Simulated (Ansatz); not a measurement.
## Re in Co(0001), 2x2: scattering by a point defect

Wanted: the reflection from a plane of defects, Re in Co(0001), 2x2, and the resistivity it implies.

Method: Ansatz plane-wave DFT, PBE, PAW files, collinear spin; ballistic transport by layer matching (Landauer), zero bias; PAW set soft_1, in Ansatz 0.2.0.

**1. The structure**

The cell holds 64 atoms: 63 Co and 1 Re. Its edges and angles: a = 5.011 Å, b = 5.011 Å, c = 32.714 Å, α = 90.0°, β = 90.0°, γ = 120.0°. It derives from Co. Regions: lead, 40 atoms (40 Co); scattering region, 24 atoms (23 Co and 1 Re). The structure is stacked along c, and the current runs across the ab planes.

**2. Transmission at ideal sites**

The defect sits in one plane of the supercell, all atoms on ideal sites; the layers about the cell's end are the lead. The mesh across the current, 12×12, is finer than the density's, because channels open and close sharply across the zone. Energies from -0.1 to 0.1 eV in steps of 0.05 eV are too few for the program's thermal sum, so it prints no conductance; for a metal the transmission near the Fermi level serves, at a fraction of the cost.

Contents of input.yaml:

```yaml
crystal:
  lattice:
    - [5.0108, 0.0, 0.0]
    - [-2.5054, 4.3394800933, 0.0]
    - [0.0, 0.0, 32.7144]
  atoms:
    - { symbol: Co, position: [0.1666666667, 0.3333333333, 0.03125], spin: 2.0 }
    - { symbol: Co, position: [0.1666666667, 0.8333333333, 0.03125], spin: 2.0 }
    - { symbol: Co, position: [0.6666666667, 0.3333333333, 0.03125], spin: 2.0 }
    - { symbol: Co, position: [0.6666666667, 0.8333333333, 0.03125], spin: 2.0 }
    - { symbol: Co, position: [0.3333333333, 0.1666666667, 0.09375], spin: 2.0 }
    - { symbol: Co, position: [0.3333333333, 0.6666666667, 0.09375], spin: 2.0 }
    - { symbol: Co, position: [0.8333333333, 0.1666666667, 0.09375], spin: 2.0 }
    - { symbol: Co, position: [0.8333333333, 0.6666666667, 0.09375], spin: 2.0 }
    - { symbol: Co, position: [0.1666666667, 0.3333333333, 0.15625], spin: 2.0 }
    - { symbol: Co, position: [0.1666666667, 0.8333333333, 0.15625], spin: 2.0 }
    - { symbol: Co, position: [0.6666666667, 0.3333333333, 0.15625], spin: 2.0 }
    - { symbol: Co, position: [0.6666666667, 0.8333333333, 0.15625], spin: 2.0 }
    - { symbol: Co, position: [0.3333333333, 0.1666666667, 0.21875], spin: 2.0 }
    - { symbol: Co, position: [0.3333333333, 0.6666666667, 0.21875], spin: 2.0 }
    - { symbol: Co, position: [0.8333333333, 0.1666666667, 0.21875], spin: 2.0 }
    - { symbol: Co, position: [0.8333333333, 0.6666666667, 0.21875], spin: 2.0 }
    - { symbol: Co, position: [0.1666666667, 0.3333333333, 0.28125], spin: 2.0 }
    - { symbol: Co, position: [0.1666666667, 0.8333333333, 0.28125], spin: 2.0 }
    - { symbol: Co, position: [0.6666666667, 0.3333333333, 0.28125], spin: 2.0 }
    - { symbol: Co, position: [0.6666666667, 0.8333333333, 0.28125], spin: 2.0 }
    - { symbol: Co, position: [0.3333333333, 0.1666666667, 0.34375], spin: 2.0 }
    - { symbol: Co, position: [0.3333333333, 0.6666666667, 0.34375], spin: 2.0 }
    - { symbol: Co, position: [0.8333333333, 0.1666666667, 0.34375], spin: 2.0 }
    - { symbol: Co, position: [0.8333333333, 0.6666666667, 0.34375], spin: 2.0 }
    - { symbol: Co, position: [0.1666666667, 0.3333333333, 0.40625], spin: 2.0 }
    - { symbol: Co, position: [0.1666666667, 0.8333333333, 0.40625], spin: 2.0 }
    - { symbol: Co, position: [0.6666666667, 0.3333333333, 0.40625], spin: 2.0 }
    - { symbol: Co, position: [0.6666666667, 0.8333333333, 0.40625], spin: 2.0 }
    - { symbol: Co, position: [0.3333333333, 0.1666666667, 0.46875], spin: 2.0 }
    - { symbol: Co, position: [0.3333333333, 0.6666666667, 0.46875], spin: 2.0 }
    - { symbol: Co, position: [0.8333333333, 0.1666666667, 0.46875], spin: 2.0 }
    - { symbol: Co, position: [0.8333333333, 0.6666666667, 0.46875], spin: 2.0 }
    - { symbol: Re, position: [0.1666666667, 0.3333333333, 0.53125] }
    - { symbol: Co, position: [0.1666666667, 0.8333333333, 0.53125], spin: 2.0 }
    - { symbol: Co, position: [0.6666666667, 0.3333333333, 0.53125], spin: 2.0 }
    - { symbol: Co, position: [0.6666666667, 0.8333333333, 0.53125], spin: 2.0 }
    - { symbol: Co, position: [0.3333333333, 0.1666666667, 0.59375], spin: 2.0 }
    - { symbol: Co, position: [0.3333333333, 0.6666666667, 0.59375], spin: 2.0 }
    - { symbol: Co, position: [0.8333333333, 0.1666666667, 0.59375], spin: 2.0 }
    - { symbol: Co, position: [0.8333333333, 0.6666666667, 0.59375], spin: 2.0 }
    - { symbol: Co, position: [0.1666666667, 0.3333333333, 0.65625], spin: 2.0 }
    - { symbol: Co, position: [0.1666666667, 0.8333333333, 0.65625], spin: 2.0 }
    - { symbol: Co, position: [0.6666666667, 0.3333333333, 0.65625], spin: 2.0 }
    - { symbol: Co, position: [0.6666666667, 0.8333333333, 0.65625], spin: 2.0 }
    - { symbol: Co, position: [0.3333333333, 0.1666666667, 0.71875], spin: 2.0 }
    - { symbol: Co, position: [0.3333333333, 0.6666666667, 0.71875], spin: 2.0 }
    - { symbol: Co, position: [0.8333333333, 0.1666666667, 0.71875], spin: 2.0 }
    - { symbol: Co, position: [0.8333333333, 0.6666666667, 0.71875], spin: 2.0 }
    - { symbol: Co, position: [0.1666666667, 0.3333333333, 0.78125], spin: 2.0 }
    - { symbol: Co, position: [0.1666666667, 0.8333333333, 0.78125], spin: 2.0 }
    - { symbol: Co, position: [0.6666666667, 0.3333333333, 0.78125], spin: 2.0 }
    - { symbol: Co, position: [0.6666666667, 0.8333333333, 0.78125], spin: 2.0 }
    - { symbol: Co, position: [0.3333333333, 0.1666666667, 0.84375], spin: 2.0 }
    - { symbol: Co, position: [0.3333333333, 0.6666666667, 0.84375], spin: 2.0 }
    - { symbol: Co, position: [0.8333333333, 0.1666666667, 0.84375], spin: 2.0 }
    - { symbol: Co, position: [0.8333333333, 0.6666666667, 0.84375], spin: 2.0 }
    - { symbol: Co, position: [0.1666666667, 0.3333333333, 0.90625], spin: 2.0 }
    - { symbol: Co, position: [0.1666666667, 0.8333333333, 0.90625], spin: 2.0 }
    - { symbol: Co, position: [0.6666666667, 0.3333333333, 0.90625], spin: 2.0 }
    - { symbol: Co, position: [0.6666666667, 0.8333333333, 0.90625], spin: 2.0 }
    - { symbol: Co, position: [0.3333333333, 0.1666666667, 0.96875], spin: 2.0 }
    - { symbol: Co, position: [0.3333333333, 0.6666666667, 0.96875], spin: 2.0 }
    - { symbol: Co, position: [0.8333333333, 0.1666666667, 0.96875], spin: 2.0 }
    - { symbol: Co, position: [0.8333333333, 0.6666666667, 0.96875], spin: 2.0 }
magnetization:
  spin_polarized: true
kpoints:
  mp_grid: { grid: [5, 5, 1] }
hamiltonian:
  xc: pbe
  pseudopotentials: { kind: paw, azcp: { folder: soft_1 } }
scf:
  occupations: { method: fermi_dirac, width: 0.1 }
output:
  transmission: { leads: [[0, 8]], kmesh: [12, 12], e_range: [-0.1, 0.1], de: 0.05 }
  write_potential: true
  write_density: true
  volumetric_format: npy
  elf: true
```

Started as:

```
$ ansatz run input.yaml --threads 4 --pin off --max-ram 15360MiB --backend cpu --events-out ev --progress --plain --runs-dir out
```

Numbers of over 12 decimals in the logs are rounded to 6 here.

The log of the run:

```text
Engine: ansatz 0.2.0, x86_64-unknown-linux-gnu
Pseudopotentials: kind: paw
Pseudopotential: Co, paw, valence charge 17, recommended cutoff 420 eV (normal), soft_1/Co.paw.azcp
Pseudopotential: Re, paw, valence charge 15, recommended cutoff 420 eV (normal), soft_1/Re.paw.azcp
Functional definition: PBE
  parameter kappa = 0.804
  parameter beta = 0.066725
  exchange = pbe_x(kappa = kappa, mu = beta*pi^2/3)
  correlation = pbe_c(beta = beta)
Crystal: 64 atoms, lattice volume = 711.351 Å³
Basis set: ecut = 420 eV, 14011 PW (Γ)
Bands: 728, of which v1, the nominal top of the filled ones, is band 543 counted from 1 (542 counted from 0)
Symmetry: 12 space group operations
Space group: P-6m2 (ITA 187), of the structure as read, at distance tolerance 8.9e-5 Å
Magnetic group: BNS 187.209 (UNI 1439), of the structure as read, at distance tolerance 8.9e-5 Å
k-points: 5 of 25 (time reversal used)
Non-local potential: Co, projectors of the file, l = 0: 3, l = 1: 2, l = 2: 3, l = 3: 1
Non-local potential: Re, projectors of the file, l = 0: 3, l = 1: 2, l = 2: 2, l = 3: 1
PAW form: soft (Blöchl's): semilocal exchange-correlation on the pseudo side does not see the compensation charge
PAW one-centre angular grid: Co, 590 points (default); XC on 64 Gauss nodes
PAW one-centre angular grid: Re, 590 points (default); XC on 64 Gauss nodes
Initial density: superposition of atomic densities (chi_scale 0.1, normalization cell)
Starting moments: Σ|m| = 126 μB on 63 of 64 sites
Initial wavefunctions: pseudopotential atomic-orbital guess
Functional: x = pbe(κ = 0.804, μ = 0.219515), c = pbe(β = 0.066725)
[...]
E_aug_tail   = -0.000959  (compensation charges beyond the density's cutoff)
  E_ewald      = -171685.730147
  E_smearing   = -1.970443  (= −TS)
  E_closure    = -0.000000  (closes the sum)
  Σ components = -333817.646038   (vs F -333817.646038, Δ=0.00e0)
--- Band table (eV; the first three rows and the last of 10) ---
  k-point 0 ↑: bands = [... 539 lower, 17.7050, 17.7077, 17.7077, 17.7086, 17.7151, 17.7151, 17.7169, 17.7250, ... 181 higher]
  k-point 1 ↑: bands = [... 539 lower, 17.5508, 17.5509, 17.5520, 17.5629, 17.5644, 17.5707, 17.5786, 17.5792, ... 181 higher]
  k-point 2 ↑: bands = [... 539 lower, 17.2714, 17.2925, 17.2928, 17.3103, 17.3413, 17.3847, 17.3927, 17.4041, ... 181 higher]
  k-point 4 ↓: bands = [... 539 lower, 19.1443, 19.1608, 19.1619, 19.2053, 19.2064, 19.2116, 19.2207, 19.2342, ... 181 higher]
--- Transmission ---
  basis      : 199 plane waves across, 43 finite elements along
  points     : 19, standing for a mesh of 12 x 12
  energies   : 5 from -0.100000 to 0.100000 eV about the Fermi level, 0.050000 eV apart; the leads are filled to 0.000000 eV, and channels, transmission and decay are at 0.000000 eV
  crystal 0  : Co8, at the sites [0, 8], period 4.0893 Å, over 30.67 Å; its Hamiltonian steps by up to 0.8 meV
    offset         : up to 0.0000 Å between an atom of the period and one for which it stands
    channels       : 2.333333e0 up, 5.006944e0 down
    conductance    : none, the energies end too early or step too widely for 300 K: set another output.transmission.e_range or a lower de, or, where they end at an eighth of basis.ecutwfc, a higher one
    slowest decay  : 0.1125 /Å at (0.0000, 0.0000)
  junction   : crystal 0 to crystal 0, 1.35 to 29.97 Å
    transmission   : 9.875690e-1 up, 4.063919e0 down
    conductance    : none, the energies end too early or step too widely for 300 K: set another output.transmission.e_range or a lower de, or, where they end at an eighth of basis.ecutwfc, a higher one
[key lines of the parts left out:]
SCF converged after 21 iterations
Magnetization: 101.1358 μB (593.5679 up, 492.4321 down)
Free energy (F): -333817.646038 eV
Fermi energy:    18.397345 eV
```

Wall time 12 min (4 threads of AMD EPYC 9R14 (Zen 4), shared host); peak memory 6.7 GiB.

In the SCF lines HF is the Harris–Foulkes energy and dr2 the Hartree energy of the density residual, in eV; the loop may stop once dr2 is under the threshold and the program's other checks hold. Hψ counts applications of the Hamiltonian.

This step gave:

```yaml
free_energy: -333817.6460 eV
energy_at_zero_smearing: -333816.6608 eV
fermi_energy: 18.40 eV
magnetization: 101.1 μB
absolute_magnetization: 111.9 μB
cell_area: 21.74 Å²
transmission_spin_up: 0.9876
transmission_spin_down: 4.064
open_channels_spin_up: 2.333
open_channels_spin_down: 5.007
step_of_the_lead_s_potential: 0.8 meV
```

Per spin. Table of transmission, zone mean by energy, zero at the Fermi level:

```csv
energy (eV),T up,T down
-0.1000,1.09,4.14
-0.0500,1.02,4.16
0.0000,0.988,4.06
0.0500,0.886,4.16
0.1000,0.872,4.28
```

Per spin. The open channels, zone mean by energy, zero at the Fermi level:

```csv
energy (eV),lead up,lead down
-0.1000,2.33,5.16
-0.0500,2.33,5.17
0.0000,2.33,5.01
0.0500,2.29,5.22
0.1000,2.29,5.34
```

Transmission over k1 and k2. At 0.0000 eV from the Fermi level, spin up.

Ten even steps from '_' (0.00) to '@' (1.45):
```
++##==@@@@==##++@@****@@
@@==**--##--**==@@**%%**
##@@--**####**--@@##****
@@@@####@@--@@####@@@@@@
++==--##--++++--##--==++
####****@@++__++@@****##
++++==--##--++++--##--==
@@@@@@@@####@@--@@####@@
##****##@@--**####**--@@
@@**%%**@@==**--##--**==
++@@****@@++##==@@@@==##
##++@@##@@++##++@@##@@++
```
Columns: k1 (b1) from -0.5 to 0.417; rows upwards: k2 (b2) from -0.5 to 0.417.

Open channels over k1 and k2. At 0.0000 eV from the Fermi level, spin up.

Ten even steps from '_' (0.00) to '@' (3.00):
```
******@@@@******@@@@@@@@
@@******@@******@@@@@@@@
@@@@************@@@@@@@@
@@@@@@**@@--@@**@@@@@@@@
********--------********
********@@--__--@@******
**********--------******
@@@@@@@@@@**@@--@@**@@@@
@@@@@@@@@@************@@
@@@@@@@@@@******@@******
**@@@@@@@@******@@@@****
****@@@@@@******@@@@@@**
```
Columns: k1 (b1) from -0.5 to 0.417; rows upwards: k2 (b2) from -0.5 to 0.417.

Transmission over k1 and k2. At 0.0000 eV from the Fermi level, spin down.

Ten even steps from '_' (2.7) to '@' (10.0):
```
__............__________
__..::::::::::..____..__
__..::::::::::::..______
__..::::++--++::::..____
__..::::--@@@@--::::..__
__..::::++@@@@@@++::::..
____..::::--@@@@--::::..
______..::::++--++::::..
________..::::::::::::..
____..____..::::::::::..
____________............
________________________
```
Columns: k1 (b1) from -0.5 to 0.417; rows upwards: k2 (b2) from -0.5 to 0.417.

Open channels over k1 and k2. At 0.0000 eV from the Fermi level, spin down.

Ten even steps from '0' (4.0) to '9' (11.0):
```
000000002002
001111100040
001111110000
001144411002
001149941100
001149994110
000114994110
020011444110
000001111110
004000111110
020020000000
000000000000
```
Columns: k1 (b1) from -0.5 to 0.417; rows upwards: k2 (b2) from -0.5 to 0.417.

Spin density in the ca plane at fractional y = 0.333, with atoms of Co and Re within 0.2 Å of it.

Values in e/Å³, 7 rows by 16 columns, each cell a mean:
```
 0.0  0.0  0.0  0.1  0.0  0.0  0.0  0.1  0.0  0.0  0.0  0.1  0.0  0.0  0.0  0.1
 0.3  0.7  0.0  0.0  0.3  0.7  0.0  0.0  0.2  0.5  0.0  0.0  0.2  0.8  0.0  0.0
 0.7  1.6  0.0  0.0  0.6  1.7  0.0  0.0  0.3  1.2  0.0  0.0  0.4  1.9  0.0  0.0
 0.0  0.0  0.0  0.1  0.0  0.1  0.0  0.1  0.0  0.0  0.0  0.1  0.0  0.1  0.0  0.1
 0.0  0.1  0.0  0.1  0.0  0.1  0.0  0.1  0.0  0.0  0.0  0.1  0.0  0.1  0.0  0.1
 0.8  1.7  0.0  0.0  0.7  1.9  0.0  0.0  0.0 -0.1  0.0  0.0  0.4  2.1  0.0  0.0
 0.2  0.5  0.0  0.0  0.2  0.5  0.0  0.0  0.0 -0.1  0.0  0.0  0.1  0.6  0.0  0.0
```
Columns run along c (16.0 Å, from fractional 0.26 to 0.74 of the cell), rows up along a (5.0 Å). Atoms in or near the plane, at fractional coordinates: Co at (0.28, 0.17), Co at (0.28, 0.67), Co at (0.41, 0.17), Co at (0.41, 0.67), Re at (0.53, 0.17), Co at (0.53, 0.67), Co at (0.66, 0.17), Co at (0.66, 0.67).

Electrostatic potential energy in the ca plane at fractional y = 0.333, with atoms of Co and Re within 0.2 Å of it. With pseudopotentials it is smooth inside the atoms' cores, unlike the true potential.

Values in eV, 7 rows by 16 columns, each cell a mean:
```
 17  16   9   2  17  16  10   1  16  13  11   0  18  16  13  -2
 -2 -11  16  15  -1 -12  16  14   1 -14  16  14   3 -15  15  14
-10 -19  18  18  -8 -21  17  18  -6 -22  16  18  -3 -23  15  18
 13   9  11   6  13   9  12   5  13   7  13   4  15   8  14   3
 11   6  12   7  11   5  13   6   6  -4  12   5  13   4  14   5
-11 -20  18  18  -9 -21  17  17 -14 -27  12  18  -4 -24  15  18
  0  -8  16  14   2  -9  16  13  -4 -19  13  13   5 -12  16  13
```
Columns run along c (16.0 Å, from fractional 0.26 to 0.74 of the cell; values clipped at the 3rd and 97th percentile), rows up along a (5.0 Å). Atoms in or near the plane, at fractional coordinates: Co at (0.28, 0.17), Co at (0.28, 0.67), Co at (0.41, 0.17), Co at (0.41, 0.67), Re at (0.53, 0.17), Co at (0.53, 0.67), Co at (0.66, 0.17), Co at (0.66, 0.67).

Valence density in the ca plane at fractional y = 0.333, with atoms of Co and Re within 0.2 Å of it. It is the smooth field of the valence electrons, not physical close to the nuclei.

Ten steps, logarithmic in the rise over the least value, from '0' (0 e/Å³) to '9' (41 e/Å³), each cell a mean:
```
00000001320000000013210011000122100000001221
00000001220000000012200011000122100000001221
02442000100014420001000145310011001353100110
15885100000048962000000379620000003797200000
15995100000048962000000489720000003797200000
02553000000025530000000245310000001454100000
00110001210001100012100011000122000010000221
00000002320000000013210001000132100000001231
01221001210002210012100123210121000121000110
03674100000036741000001355420000002575100000
15996100000149962000001466531000003897300000
04774100000037751000001355520000002686200000
01231000110012310001100133210011000232000110
```
Columns run along c (16.0 Å, from fractional 0.26 to 0.74 of the cell), rows up along a (5.0 Å). Atoms in or near the plane, at fractional coordinates: Co at (0.28, 0.17), Co at (0.28, 0.67), Co at (0.41, 0.17), Co at (0.41, 0.67), Re at (0.53, 0.17), Co at (0.53, 0.67), Co at (0.66, 0.17), Co at (0.66, 0.67).

Nearest the Fermi level spin up passes 0.988 of 2.33 channels of the lower lead and spin down 4.06 of 5.01.

**3. Resistance at ideal sites**

This step: Ansatz plane-wave DFT, PBE, PAW files, collinear spin; ballistic transport by layer matching (Landauer), zero bias; area resistance of the defect plane and resistivity an atomic per cent; PAW set soft_1 (Ansatz 0.2.0).

This step gave:

```yaml
area_resistance: 0.2460 fΩ m²
t_over_the_leads_mean_channel_count: 0.6838
spin_asymmetry_gamma: -0.8553 (R down - R up) / (R down + R up)
resistivity_per_at_scaled_from_this_dense_plane_with_the_factor_3_over_4_for_isotropic_scattering: 3.609 µΩ cm
```

Averaged over the energies near the Fermi level, 68.4 % of the channels pass, which makes 0.246 fΩ m².

By hand, with means over the energies near the Fermi level: RA per spin = A (h/e²)(1/T − ½[1/N₁ + 1/N₂]); spin up: 21.74×10⁻²⁰ m² × 25 813 Ω × (1/0.9643 − ½[1/2.319 + 1/2.319]) = 3.40 fΩ m²; spin down: 21.74×10⁻²⁰ m² × 25 813 Ω × (1/4.131 − ½[1/5.132 + 1/5.132]) = 0.265 fΩ m². The spins conduct in parallel, so 1/RA = 1/3.40 + 1/0.265 and RA = 0.246 fΩ m²; γ = (0.265 − 3.40)/(0.265 + 3.40) = -0.85.

**4. Results**

| Property | Result |
| --- | --- |
| share of channels that pass, rigid | 0.684 |
| area resistance, rigid | 0.246 fΩ m² |
| resistivity per at.% from the area resistance, times 3/4, rigid | 3.61 µΩ cm |

In words: The plane of defects adds 0.25 fΩ m². Scaled to one atomic per cent that is 4.8 µΩ cm as it stands and 3.6 with the factor 3/4 for isotropic scattering on a spherical Fermi surface; with the reflection in place of the resistance taken as linear in the density it would be 2.5. These are rough estimates of the dilute value, not bounds. One Re in each 2x2 cell reflects 32 % of the lead's channels. The defect scatters spin up more strongly (asymmetry -0.86). The defects form a dense periodic sheet that scatters coherently, unlike a dilute random alloy. T and N are means over the solved energies nearest the Fermi level. Spin-orbit coupling is left out, which matters for Re. One magnetic start was tried, and the two spins conduct in parallel without mixing.

[Logs are printed without paths, hosts, clocks, repeated set-up lines and the standing remarks that a program may print on its own settings, such as how far it seeks lower states.]

[Hosts, paths, dates, database ids (printed as entryN), source tags and the programs' standing remarks are cut or masked in the printed files.]
